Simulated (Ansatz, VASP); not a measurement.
One calculation of Mo, two programs

INCAR

```
ALGO = Fast
EDIFF = 1E-7
EDIFFG = -0.005
ENCUT = 600
GGA = PE
IBRION = 2
ISIF = 3
ISMEAR = 0
IVDW = 12
LASPH = T
LCHARG = F
LREAL = F
LWAVE = F
NELM = 80
NSW = 100
PREC = Accurate
SIGMA = 0.1
```

File KPOINTS:

```
k-points
0
Gamma
  18 18 18
```

The input POSCAR:

```
Mo
1.0
   -1.5710000000      1.5710000000      1.5710000000
    1.5710000000     -1.5710000000      1.5710000000
    1.5710000000      1.5710000000     -1.5710000000
Mo
1
Direct
    0.0000000000      0.0000000000      0.0000000000
```

Input for Ansatz:

```yaml
crystal:
  lattice:
    - [-1.571, 1.571, 1.571]
    - [1.571, -1.571, 1.571]
    - [1.571, 1.571, -1.571]
  atoms:
    - { symbol: Mo, position: [0.0, 0.0, 0.0] }
basis:
  ecutwfc: 420
kpoints:
  mp_grid: { grid: [18, 18, 18] }
hamiltonian:
  xc: pbe
  dispersion: d3bj
scf:
  occupations: { method: gaussian, width: 0.1 }
output:
  forces: true
  stress: true
  eigenvalues: true
relax:
  adjacent_minimum: "off"
  f_tol: 0.005
  max_steps: 80
  cell: { stress_tol: 0.05 }
```

Alike in both runs: task relaxation of cell and atoms; functional PBE; dispersion D3(BJ); k mesh 18 × 18 × 18; occupations gaussian, width 0.1 eV; no spin polarisation.

```csv
,VASP,Ansatz
version,VASP 6.6.1,Ansatz 0.2.0
potentials or method,"VASP PAW PBE potentials, release 64 (Mo_sv)","scalar-relativistic, plane waves, PAW"
plane-wave cutoff (eV),600,420
valence electrons in the cell,14,14
```

```tsv
	VASP	Ansatz	Ansatz less VASP
gap on the k mesh at the Fermi level, each at its own relaxed structure (eV)	none	none	-
relaxed volume (Å³/atom)	15.36	15.34	-0.028
relaxed cell length with the largest relative difference (Å)	2.712	2.711	-0.0016
energy change over the relaxation (meV/atom)	-1	-2	-0.4
```

A gap of «none» marks a metal or a gap that the smearing closes.

Caveats: pairwise dispersion overbinds metals, which lowers pressure and volume.
